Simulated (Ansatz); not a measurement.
**TePb: the order of phases at one pressure, part 1 of 2**

Aim: bring TePb in several structures (rocksalt, CsCl, zincblende, wurtzite, NiAs) to one pressure and rank them by enthalpy. The pressure is set by scaling the first phase. Methods of the runs shown: LAPW. Companion runs by PAW are cited.

Program: Ansatz 0.2.0. Level of theory: DFT, PBE, all-electron LAPW, scalar-relativistic. These are calculated values, not measurements.

**1. The structure to begin with**

The structure is cubic, space group Fm-3m (No. 225). Conventional cell: a = 6.245 Å, b = 6.245 Å, c = 6.245 Å, α = 90.00°, β = 90.00°, γ = 90.00°. Around Pb (site symmetry m-3m) lie 6 Te at 3.12 Å. Te (site symmetry m-3m) is surrounded by 6 Pb at 3.12 Å.

As a file:

```cif
data_structure
_symmetry_space_group_name_H-M 'P 1'
_symmetry_Int_Tables_number 1
_cell_length_a 4.4160
_cell_length_b 4.4160
_cell_length_c 4.4160
_cell_angle_alpha 60.000
_cell_angle_beta 60.000
_cell_angle_gamma 60.000
_cell_volume 60.90
loop_
_atom_site_label
_atom_site_type_symbol
_atom_site_fract_x
_atom_site_fract_y
_atom_site_fract_z
_atom_site_occupancy
Pb1 Pb 0.00000 0.00000 0.00000 1
Te1 Te 0.50000 0.50000 0.50000 1
```

Atoms are numbered in the order of the input: Pb1, Te2.

**2. Rocksalt relaxed under pressure, LAPW**

Input file input.yaml:

```yaml
crystal:
  lattice:
    - [0.0, 3.1226151835, 3.1226151835]
    - [3.1226151835, 0.0, 3.1226151835]
    - [3.1226151835, 3.1226151835, 0.0]
  atoms:
    - { symbol: Pb, position: [0.0, 0.0, 0.0] }
    - { symbol: Te, position: [0.5, 0.5, 0.5] }
kpoints:
  mp_grid: { grid: [11, 11, 11] }
scf:
  occupations: { method: fermi_dirac, width: 0.1 }
hamiltonian:
  xc: pbe
  pseudopotentials: { kind: all_electron, lapw: { basis_error: 0.0005 } }
output:
  forces: true
  stress: true
  eigenvalues: true
relax:
  f_tol: 0.005
  max_steps: 12
  cell: { p_target: 8.2, stress_tol: 0.03 }
```

Command:

```
$ ansatz run input.yaml --threads 1 --pin off --max-ram 3584MiB --backend cpu --events-out ev --progress --plain --runs-dir out
```

Output:

```text
The last accepted step is kept in <dir> (removed where the run ends without a failure and the disk answers)
LAPW: plane waves up to 7.753 Å⁻¹, error target 5.0e-4 eV per atom; small_component_spin mean_spin; Te in spheres of 1.488 Å, 24 of its electrons in bands, Dirac shells []; Pb in spheres of 1.541 Å, 36 of its electrons in bands, Dirac shells []
Engine: ansatz 0.2.0
Pseudopotentials: kind: all_electron
Pseudopotential: Pb, LAPW, valence charge 36, Koelling and Harmon's equation, gaussian nucleus
Pseudopotential: Te, LAPW, valence charge 24, Koelling and Harmon's equation, gaussian nucleus
Functional definition: PBE
  parameter kappa = 0.804
  parameter beta = 0.06672455060314922
  exchange = pbe_x(kappa = kappa, mu = beta*pi^2/3)
  correlation = pbe_c(beta = beta)
Crystal: 2 atoms, lattice volume = 60.896 Å³
Basis set: ecut = 229.019570094515 eV, 531 PW (Γ), exchange–correlation at level 2
Bands: 36, of which v1, the nominal top of the filled ones, is band 30 counted from 1 (29 counted from 0)
Symmetry: 48 space group operations
Space group: Fm-3m (ITA 225), of the structure as read, at distance tolerance 3.9e-5 Å
k-points: 56 of 1331
Non-local potential: Pb, projectors of the file, none
Non-local potential: Te, projectors of the file, none
Initial density: superposition of atomic densities (chi_scale 0.1, normalization cell, long waves kept (reshape's long-wave potential 0.00 eV rms))
Initial wavefunctions: plane waves of lowest kinetic energy (no species holds an atomic orbital)
Functional: x = pbe(κ = 0.804, μ = 0.2195149727645171), c = pbe(β = 0.06672455060314922)
iter 1 solved again at ethr=5.17e-4 eV; its pass at ethr=1.00e-1 eV (dr2=3.10e-1 eV) is discarded
SCF iter   1: F=—  HF=-752951.636539 eV  |F-HF|=—  |Δ(HF+E_count)|=         —  Δρ=1.48e-2  dr2=3.11e-1  ethr=5.17e-4  ⟨swp⟩=2.6  Hψ=12543  notcnv=0
preconditioner: auto → none  [insulator: Δε(μ)=0.696 eV  Ē_g=16.419 eV  σ=0.100 eV  W_gap=0.94  n_scr=14 (ndim 8)  ℏωp=21.3 eV  f_vac=0.070  D(μ)=0.01/eV (n_scr^D=0)  ε∞_Penn≈2.7]
iter 2 solved again at ethr=1.18e-5 eV; its pass at ethr=5.17e-4 eV (dr2=7.06e-3 eV) is discarded
SCF iter   2: F=—  HF=-752951.557729 eV  |F-HF|=—  |Δ(HF+E_count)|=   7.88e-2  Δρ=3.88e-3  dr2=7.06e-3  ethr=1.18e-5  ⟨swp⟩=2.0  Hψ=10438  notcnv=0
SCF iter   3: F=—  HF=-752951.554540 eV  |F-HF|=—  |Δ(HF+E_count)|=   3.19e-3  Δρ=2.39e-3  dr2=4.72e-3  ethr=1.18e-5  ⟨swp⟩=2.2  Hψ=5977  notcnv=0
SCF iter   4: F=—  HF=-752951.555529 eV  |F-HF|=—  |Δ(HF+E_count)|=   9.90e-4  Δρ=1.07e-3  dr2=1.00e-3  ethr=7.86e-6  ⟨swp⟩=2.0  Hψ=5966  notcnv=0
SCF iter   5: F=—  HF=-752951.555644 eV  |F-HF|=—  |Δ(HF+E_count)|=   1.14e-4  Δρ=2.38e-4  dr2=4.56e-5  ethr=1.67e-6  ⟨swp⟩=2.1  Hψ=5972  notcnv=0
SCF iter   6: F=—  HF=-752951.555659 eV  |F-HF|=—  |Δ(HF+E_count)|=   1.48e-5  Δρ=3.55e-5  dr2=1.03e-6  ethr=7.60e-8  ⟨swp⟩=2.7  Hψ=6022  notcnv=0
SCF iter   7: F=-752951.555660 eV  HF=-752951.555660 eV  |F-HF|=2.71e-8  |Δ(HF+E_count)|=   1.16e-6  Δρ=4.92e-6  dr2=1.33e-8  ethr=1.71e-9  ⟨swp⟩=3.0  Hψ=6189  notcnv=0
SCF 1 converged in 7 iterations: F = -752951.555660 eV  dr2 = 1.33e-8
relax step   1: F+E_penalty+E_count = -752951.55565985 eV  Δ(F+E_penalty+E_count) = +0.000e0 eV  max|allowed force component| = 1.471e-30 eV/Å  Δτ_max = 0.0000 Å  P = +8.237 GPa  Ω = 60.896 Å³  (7 SCF iters, accepted)
Crystal: 2 atoms, lattice volume = 60.960 Å³
Basis set: ecut = 228.85772751156412 eV, 531 PW (Γ), exchange–correlation at level 2
Initial density: handed on by an earlier stage of this run
Initial wavefunctions: those handed on with the density
iter 1 solved again at ethr=1.81e-9 eV; its pass at ethr=1.00e-1 eV (dr2=1.09e-6 eV) is discarded
SCF iter   1: F=—  HF=-752951.558966 eV  |F-HF|=—  |Δ(HF+E_count)|=         —  Δρ=2.78e-5  dr2=1.19e-6  ethr=1.81e-9  ⟨swp⟩=4.6  Hψ=10274  notcnv=0
preconditioner: auto → none  [insulator: Δε(μ)=0.647 eV  Ē_g=16.632 eV  σ=0.100 eV  W_gap=0.92  n_scr=14 (ndim 8)  ℏωp=21.3 eV  f_vac=0.092  D(μ)=0.02/eV (n_scr^D=0)  ε∞_Penn≈2.6]
iter 2 solved again at ethr=5.02e-11 eV; its pass at ethr=1.81e-9 eV (dr2=3.01e-8 eV) is discarded
SCF iter   2: F=-752951.558966 eV  HF=-752951.558966 eV  |F-HF|=5.94e-8  |Δ(HF+E_count)|=   4.04e-7  Δρ=6.19e-6  dr2=3.01e-8  ethr=5.02e-11  ⟨swp⟩=2.0  Hψ=10131  notcnv=0
SCF 2 converged in 2 iterations: F = -752951.558966 eV  dr2 = 3.01e-8
relax step   2: F+E_penalty+E_count = -752951.55896569 eV  Δ(F+E_penalty+E_count) = -3.306e-3 eV  max|allowed force component| = 7.478e-31 eV/Å  Δτ_max = 0.0000 Å  P = +8.160 GPa  Ω = 60.960 Å³  (2 SCF iters, rejected (line search))
Crystal: 2 atoms, lattice volume = 60.926 Å³
Basis set: ecut = 228.9424370639654 eV, 531 PW (Γ), exchange–correlation at level 2
iter 1 solved again at ethr=5.08e-10 eV; its pass at ethr=1.00e-1 eV (dr2=3.05e-7 eV) is discarded
SCF iter   1: F=—  HF=-752951.557239 eV  |F-HF|=—  |Δ(HF+E_count)|=         —  Δρ=1.47e-5  dr2=3.23e-7  ethr=5.08e-10  ⟨swp⟩=4.6  Hψ=10248  notcnv=0
preconditioner: auto → none  [insulator: Δε(μ)=0.645 eV  Ē_g=16.635 eV  σ=0.100 eV  W_gap=0.92  n_scr=14 (ndim 8)  ℏωp=21.3 eV  f_vac=0.092  D(μ)=0.02/eV (n_scr^D=0)  ε∞_Penn≈2.6]
iter 2 solved again at ethr=2.97e-11 eV; its pass at ethr=5.08e-10 eV (dr2=1.78e-8 eV) is discarded
SCF iter   2: F=-752951.557239 eV  HF=-752951.557239 eV  |F-HF|=3.86e-8  |Δ(HF+E_count)|=   2.08e-7  Δρ=3.47e-6  dr2=1.78e-8  ethr=2.97e-11  ⟨swp⟩=2.0  Hψ=10127  notcnv=0
SCF 3 converged in 2 iterations: F = -752951.557239 eV  dr2 = 1.78e-8
relax step   3: F+E_penalty+E_count = -752951.55723853 eV  Δ(F+E_penalty+E_count) = -1.579e-3 eV  max|allowed force component| = 4.766e-31 eV/Å  Δτ_max = 0.0000 Å  P = +8.200 GPa  Ω = 60.926 Å³  (2 SCF iters, accepted)
iter 1 solved again at ethr=3.11e-11 eV; its pass at ethr=1.00e-1 eV (dr2=1.86e-8 eV) is discarded
SCF iter   1: F=—  HF=-752951.557239 eV  |F-HF|=—  |Δ(HF+E_count)|=         —  Δρ=3.47e-6  dr2=1.79e-8  ethr=3.11e-11  ⟨swp⟩=6.8  Hψ=12612  notcnv=0  reapply=8
preconditioner: auto → none  [insulator: Δε(μ)=0.646 eV  Ē_g=16.634 eV  σ=0.100 eV  W_gap=0.92  n_scr=14 (ndim 8)  ℏωp=21.3 eV  f_vac=0.092  D(μ)=0.02/eV (n_scr^D=0)  ε∞_Penn≈2.6]
SCF iter   2: F=-752951.557239 eV  HF=-752951.557239 eV  |F-HF|=3.38e-9  |Δ(HF+E_count)|=   5.79e-8  Δρ=1.34e-6  dr2=1.97e-9  ethr=2.98e-11  ⟨swp⟩=2.4  Hψ=5999  notcnv=0
SCF 4 converged in 2 iterations: F = -752951.557239 eV  dr2 = 1.97e-9
relax step   4: F+E_penalty+E_count = -752951.55723853 eV  Δ(F+E_penalty+E_count) = +5.821e-10 eV  max|allowed force component| = 6.903e-31 eV/Å  Δτ_max = 0.0000 Å  P = +8.200 GPa  Ω = 60.926 Å³  stress off target by 7.76e-5 GPa  SCF on the basis re-selected at this cell (its energy is not comparable with the rows above)  (2 SCF iters)
basis re-selected at this cell: Δ(F+E_penalty+E_count) = +5.821e-10 eV, ΔP = -0.000 GPa vs the last step (what re-selecting the basis moved, after the strain that the cell walked since its last selection, with what the two solves' SCF thresholds leave and, on support functions, any second-order correction that the steps lacked; it is no measure of the basis error at this ecutwfc). This SCF's stress stands 7.76e-5 GPa from its target on what of the cell is left free (relax.cell.stress_tol is 3.00e-2 GPa) and its largest allowed force component is 6.90e-31 eV/Å (relax.f_tol is 5.00e-3 eV/Å): within both
SCF converged after 2 iterations
Free energy (F): -752951.557239 eV
Harris-Foulkes:  -752951.557239 eV  (|F-HF|=3.38e-9)
Internal energy: -752951.556325 eV  (E = F + TS)
E sigma→0 (E₀):  -752951.556782 eV
Entropy (-TS):   -0.000914 eV (-0.457 meV/atom)
Fermi energy:    14.190686 eV
--- Per-component energies (eV) ---
  E_band       = -3297.323514
  E_kinetic    = 850235.658994
  E_xc         = -15373.456691
  E_electrostatic = -1587813.758628  (all electrons and nuclei)
  E_smearing   = -0.000914  (= −TS)
  E_closure    = 0.000000  (closes the sum)
  E_atoms      = -752944.279139  (free atoms, spherical and without spin; not in F)
  Σ components = -752951.557239   (vs F -752951.557239, Δ=0.00e0)
  Basis errors (estimates in eV, not in F): energy 1.8e-4 per atom: plane waves 1.7e-4 (9.4e-5 summed), levels above the bands 8.2e-32, relativity 1.2e-8, radial functions 5.7e-6, core shells 7.2e-8; eigenvalues (radial functions only) 4.8e-7; not estimated: angular momenta, meshes, grids; target (lapw.basis_error) 5.0e-4; muffin-tin radii Te 1.488 Å, Pb 1.541 Å
--- Forces (eV/Å), atoms counted from 1 ---
  atom   1  Pb     0.00000000    -0.00000000     0.00000000
  atom   2  Te    -0.00000000     0.00000000    -0.00000000
  max |Σ_I F_I| component: 9.86e-31 eV/Å
--- Stress (GPa, compression-positive) ---
        8.199922      -0.000000      -0.000000
       -0.000000       8.199922      -0.000000
       -0.000000      -0.000000       8.199922
  P = ⅓ Tr σ = 8.1999 GPa (81.999 kbar)
--- Band table (eV; the first three rows and the last of 56) ---
  k-point 0: bands = ["-145.3163", "-125.6786", "-114.6972", "-114.6948", "-114.6948", "-114.6948", "-114.6928", "-114.6928", "-114.6928", "-95.3568", "-95.3568", "-95.3568", "-67.5248", "-67.5248", "-67.5248", "-22.7034", "-22.7034", "-22.6952", "-22.6952", "-22.6952", "-3.0669", "-3.0669", "-3.0501", "-3.0501", "-3.0501", "0.9403", "8.5630", "12.1089", "12.1089", "12.1089", "18.0477", "18.0477", "18.0477", "19.4407", "19.4407", "19.4407"]
  k-point 1: bands = ["-145.3163", "-125.6786", "-114.6972", "-114.6948", "-114.6948", "-114.6948", "-114.6928", "-114.6928", "-114.6928", "-95.3568", "-95.3568", "-95.3568", "-67.5248", "-67.5248", "-67.5248", "-22.7034", "-22.7034", "-22.6952", "-22.6952", "-22.6952", "-3.0686", "-3.0686", "-3.0499", "-3.0484", "-3.0484", "1.0220", "8.2095", "12.1330", "12.1330", "12.3392", "17.5252", "17.6387", "17.6387", "19.2872", "19.6187", "19.6187"]
  k-point 2: bands = ["-145.3163", "-125.6786", "-114.6972", "-114.6948", "-114.6948", "-114.6948", "-114.6928", "-114.6928", "-114.6928", "-95.3568", "-95.3568", "-95.3568", "-67.5248", "-67.5248", "-67.5248", "-22.7033", "-22.7033", "-22.6951", "-22.6950", "-22.6950", "-3.0739", "-3.0739", "-3.0494", "-3.0433", "-3.0433", "1.2632", "7.3874", "12.2077", "12.2077", "12.7976", "16.5918", "16.8220", "16.8220", "19.3075", "20.0932", "20.0932"]
  k-point 55: bands = ["-145.3163", "-125.6786", "-114.6972", "-114.6948", "-114.6948", "-114.6948", "-114.6928", "-114.6928", "-114.6928", "-95.3568", "-95.3568", "-95.3568", "-67.5248", "-67.5248", "-67.5248", "-22.7036", "-22.7028", "-22.6948", "-22.6945", "-22.6938", "-3.1431", "-3.0725", "-3.0430", "-3.0357", "-3.0119", "3.1956", "5.4477", "9.2238", "9.6215", "13.2026", "15.5559", "18.7434", "19.3366", "20.5361", "21.2664", "24.8604"]
--- Relaxed structure (3 steps of the walk, 2 accepted, 1 SCFs on fresh bases) ---
  F+E_penalty+E_count = -752951.55723853 eV   max|allowed force component| = 6.903e-31 eV/Å   (the final SCF, on the basis selected at the relaxed cell)
  cell:  # Å, volume = 60.9263 Å³
    - [-2.038148813158236e-34, 3.1231411595752, 3.1231411595752]
    - [3.1231411595752, -5.095372032895591e-34, 3.1231411595752]
    - [3.1231411595752, 3.1231411595752, -9.171669659212063e-34]
  atoms:
    - { symbol: Pb, position: [-1.7620908415434277e-48, 1.6160107717781696e-48, 2.035990972353287e-48] }
    - { symbol: Te, position: [0.5, 0.5, 0.5] }
```

Wall time 25 s (1 thread of Intel Xeon 6975P-C (Granite Rapids), shared host); peak memory 0.49 GiB.

Relaxation path:

```
step  energy from step 1 (eV/cell)  largest force component (eV/Å)  pressure (GPa)  volume (Å³)
   1                        0.0000                          0.0000            8.24        60.90
  2x                       -0.0033                          0.0000            8.16        60.96
   3                       -0.0016                          0.0000            8.20        60.93
   4                       -0.0016                          0.0000            8.20        60.93
```

Step 1 is the start. Step 4 repeats the geometry before on a plane-wave basis chosen anew for that cell, so the energy can jump there without any move; the table keeps such jumps. 1 step was tried and not accepted (marked x).

| input's cell | before | after | change |
| --- | --- | --- | --- |
| a (Å) | 4.416 | 4.417 | +0.0 % |
| b (Å) | 4.416 | 4.417 | +0.0 % |
| c (Å) | 4.416 | 4.417 | +0.0 % |
| volume (Å³/atom) | 30.45 | 30.46 | +0.1 % |

This run gives: pressure 8.20 GPa; gap on the k mesh 0.65 eV (an odd mesh misses the zone boundary).

**3. CsCl relaxed under pressure, LAPW**

input.yaml, as its differences from that of step 2:

```diff
@@ -2,5 +2,5 @@
   lattice:
-    - [0.0, 3.1226151835, 3.1226151835]
-    - [3.1226151835, 0.0, 3.1226151835]
-    - [3.1226151835, 3.1226151835, 0.0]
+    - [3.8047419538, 0.0, 0.0]
+    - [0.0, 3.8047419538, 0.0]
+    - [0.0, 0.0, 3.8047419538]
   atoms:
```

Command:

```
$ ansatz run input.yaml --threads 1 --pin off --max-ram 3584MiB --backend cpu --events-out ev --progress --plain --runs-dir out
```

Output, cut to the lines that bear on the results:

```text
[...]
LAPW: plane waves up to 7.232 Å⁻¹, error target 5.0e-4 eV per atom; small_component_spin mean_spin; Te in spheres of 1.565 Å, 24 of its electrons in bands, Dirac shells []; Pb in spheres of 1.631 Å, 36 of its electrons in bands, Dirac shells []
[...]
[... 4 set-up lines as earlier in the session ...]
[...]
Crystal: 2 atoms, lattice volume = 55.078 Å³
Basis set: ecut = 199.2792773846408 eV, 365 PW (Γ), exchange–correlation at level 2
Bands: 36, of which v1, the nominal top of the filled ones, is band 30 counted from 1 (29 counted from 0)
[... 1 set-up line as earlier in the session ...]
Space group: Pm-3m (ITA 221), of the structure as read, at distance tolerance 3.8e-5 Å
k-points: 56 of 1331
[...]
Free energy (F): -752951.143919 eV
[...]
E sigma→0 (E₀):  -752951.122603 eV
Entropy (-TS):   -0.042633 eV (-21.316 meV/atom)
Fermi energy:    15.747391 eV
[...]
--- Forces (eV/Å), atoms counted from 1 ---
  atom   1  Pb     0.00000000     0.00000000    -0.00000000
  atom   2  Te     0.00000000     0.00000000    -0.00000000
[...]
--- Stress (GPa, compression-positive) ---
        8.201863       0.000000       0.000000
        0.000000       8.201863       0.000000
        0.000000       0.000000       8.201863
  P = ⅓ Tr σ = 8.2019 GPa (82.019 kbar)
--- Band table (eV; the first three rows and the last of 56) ---
[...]
--- Relaxed structure (1 steps of the walk, 1 accepted, 1 SCFs on fresh bases) ---
  F+E_penalty+E_count = -752951.14391925 eV   max|allowed force component| = 9.861e-32 eV/Å   (the final SCF, on the basis selected at the relaxed cell)
  cell:  # Å, volume = 55.0777 Å³
    - [3.8047419538, 0.0, 0.0]
    - [0.0, 3.8047419538, 0.0]
    - [0.0, 0.0, 3.8047419538]
  atoms:
    - { symbol: Pb, position: [0.0, 0.0, 0.0] }
    - { symbol: Te, position: [0.5, 0.5, 0.5] }
```

Wall time 15 s (1 thread of Intel Xeon 6975P-C (Granite Rapids), shared host); peak memory 0.45 GiB.

Step by step:

| step | energy from step 1 (eV/cell) | largest force component (eV/Å) | pressure (GPa) | volume (Å³) |
| --- | --- | --- | --- | --- |
| 1 | 0.0000 | 0.0000 | 8.20 | 55.08 |
| 2 | 0.0000 | 0.0000 | 8.20 | 55.08 |

Step 1 is the start. Step 2 repeats the geometry before on a plane-wave basis chosen anew for that cell, so the energy can jump there without any move; the table keeps such jumps.

| input's cell | before | after | change |
| --- | --- | --- | --- |
| a (Å) | 3.805 | 3.805 | +0.0 % |
| b (Å) | 3.805 | 3.805 | +0.0 % |
| c (Å) | 3.805 | 3.805 | +0.0 % |
| volume (Å³/atom) | 27.54 | 27.54 | +0.0 % |

This run gives: pressure 8.20 GPa; no gap.

**4. Zincblende relaxed under pressure, LAPW**

input.yaml, as its differences from that of step 3:

```diff
@@ -2,8 +2,8 @@
   lattice:
-    - [3.8047419538, 0.0, 0.0]
-    - [0.0, 3.8047419538, 0.0]
-    - [0.0, 0.0, 3.8047419538]
+    - [0.0, 3.4134276877, 3.4134276877]
+    - [3.4134276877, 0.0, 3.4134276877]
+    - [3.4134276877, 3.4134276877, 0.0]
   atoms:
     - { symbol: Pb, position: [0.0, 0.0, 0.0] }
-    - { symbol: Te, position: [0.5, 0.5, 0.5] }
+    - { symbol: Te, position: [0.25, 0.25, 0.25] }
 kpoints:
```

Command:

```
$ ansatz run input.yaml --threads 1 --pin off --max-ram 3584MiB --backend cpu --events-out ev --progress --plain --runs-dir out
```

Output, cut to the lines that bear on the results:

```text
[...]
LAPW: plane waves up to 8.308 Å⁻¹, error target 5.0e-4 eV per atom; small_component_spin mean_spin; Te in spheres of 1.413 Å, 24 of its electrons in bands, Dirac shells []; Pb in spheres of 1.455 Å, 36 of its electrons in bands, Dirac shells []
[...]
[... 4 set-up lines as earlier in the session ...]
[...]
Crystal: 2 atoms, lattice volume = 79.543 Å³
Basis set: ecut = 262.95608331669115 eV, 749 PW (Γ), exchange–correlation at level 2
Bands: 36, of which v1, the nominal top of the filled ones, is band 30 counted from 1 (29 counted from 0)
Symmetry: 24 space group operations
Space group: F-43m (ITA 216), of the structure as read, at distance tolerance 4.3e-5 Å
[...]
E sigma→0 (E₀):  -752950.988745 eV
Entropy (-TS):   -0.009258 eV (-4.629 meV/atom)
Fermi energy:    10.085983 eV
[...]
--- Forces (eV/Å), atoms counted from 1 ---
  atom   1  Pb     0.00000000     0.00000000     0.00000000
  atom   2  Te    -0.00000000     0.00000000     0.00000000
[...]
--- Stress (GPa, compression-positive) ---
        8.201538       0.000000      -0.000000
        0.000000       8.201538       0.000000
       -0.000000       0.000000       8.201538
  P = ⅓ Tr σ = 8.2015 GPa (82.015 kbar)
--- Band table (eV; the first three rows and the last of 56) ---
[...]
--- Relaxed structure (1 steps of the walk, 1 accepted, 1 SCFs on fresh bases) ---
  F+E_penalty+E_count = -752950.99337381 eV   max|allowed force component| = 9.714e-17 eV/Å   (the final SCF, on the basis selected at the relaxed cell)
  cell:  # Å, volume = 79.5430 Å³
    - [0.0, 3.4134276877, 3.4134276877]
    - [3.4134276877, 0.0, 3.4134276877]
    - [3.4134276877, 3.4134276877, 0.0]
  atoms:
    - { symbol: Pb, position: [0.0, 0.0, 0.0] }
    - { symbol: Te, position: [0.25, 0.25, 0.25] }
```

Run time: 32 s. Hardware: 1 thread of Intel Xeon 6975P-C (Granite Rapids), shared host; peak memory 0.51 GiB.

Step by step:

```csv
step,energy from step 1 (eV/cell),largest force component (eV/Å),pressure (GPa),volume (Å³)
1,0.0000,0.0000,8.20,79.54
2,0.0000,0.0000,8.20,79.54
```

Step 1 is the start. Step 2 repeats the geometry before on a plane-wave basis chosen anew for that cell, so the energy can jump there without any move; the table keeps such jumps.

| input's cell | before | after | change |
| --- | --- | --- | --- |
| a (Å) | 4.827 | 4.827 | -0.0 % |
| b (Å) | 4.827 | 4.827 | -0.0 % |
| c (Å) | 4.827 | 4.827 | -0.0 % |
| volume (Å³/atom) | 39.77 | 39.77 | -0.0 % |

(Continued in part 2 of 2.)
